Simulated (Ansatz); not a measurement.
# Stress against strain in Se

```
CELL_PARAMETERS angstrom
4.35517 0.00000 0.00000
-2.17758 3.77169 0.00000
0.00000 0.00000 4.94945
ATOMIC_POSITIONS crystal
Se 0.21700 0.00000 0.16667
Se 0.00000 0.21700 0.83333
Se 0.78300 0.78300 0.50000
```

Atoms are numbered in the order listed.

The cell is COD entry 9008579, as deposited and not checked against the literature; nothing was relaxed.

Level of theory: Ansatz 0.2.0, DFT, LDA, all-electron LAPW, scalar-relativistic.

Settings: a Γ-centred 8×8×6 k mesh, Fermi–Dirac smearing of 0.03 eV, basis error target 0.5 meV/atom, no spin polarisation.

The strain is applied along the Cartesian axes of the cell as listed (γ is the engineering shear, twice εxy = εyz = εzx). Fractional coordinates are held (clamped ions).

σ is the change of stress from the unstrained cell, which is at 1.38 GPa; tension is positive, so slopes are stress–strain coefficients at that pressure.

Only quantities that a quadratic follows smoothly over the whole series are listed; rougher ones are left out.

| γ | σxy (GPa) | σyz (GPa) |
| --- | --- | --- |
| -0.0300 | 0.29 | -1.61 |
| -0.0200 | 0.20 | -1.07 |
| -0.0100 | 0.10 | -0.53 |
| 0.0000 | 0.00 | 0.00 |
| 0.0100 | -0.10 | 0.52 |
| 0.0300 | -0.32 | 1.53 |

**Question.** Fit the series and read off the stiffness at zero strain.

**Answer.** Least-squares fits y = p0 + p1 x + p2 x² to the rows give σxy (GPa): p1 = -10.2, p2 = -18; σyz (GPa): p1 = 52.4, p2 = -44.

**Question.** One run, at γ = 0.0200, is withheld. Predict its row.

**Answer.** The fits give -0.21, 1.03; the run gave -0.21, 1.03.
